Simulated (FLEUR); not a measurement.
## MgSi: equation of state with SCAN

The system is MgSi.

```
Si Mg
1.0
     2.90839    0.00000    0.00000
     0.00000    2.90839    0.00000
     0.00000    0.00000    4.10343
Si Mg
1 1
Direct
  0.50000 0.50000 0.50000
  0.00000 0.00000 0.00000
```

The cell comes from a database or a generator and needn't be the stable form of this composition.

```
Program             : FLEUR MaX-R8.1 (later development tree)
Task                : equation of state
Functional          : SCAN
Potentials or basis : all-electron
Basis               : FLAPW
Kmax                : 4.1 1/bohr
k mesh              : 9 × 9 × 7
Occupations         : fermi-dirac, width 0.05 eV
Spin                : no spin polarisation
```

The equilibrium volume is 17.09 Å³/atom. The bulk modulus at fixed shape and positions is 65 GPa.

Energy against volume, from the lowest point:
| volume (Å³/atom) | energy (meV/atom) |
| --- | --- |
| 16.314 | 6.99 |
| 16.661 | 1.51 |
| 17.355 | 0.00 |
| 18.049 | 9.22 |
| 18.396 | 17.22 |

Caveat: the meta-GGA is that of a development version, with a GGA for the radial functions and cores and without core tails; the cell was scaled at fixed shape and fractional positions, which overstates the stiffness of a crystal with free parameters, most of all of layers and chains.
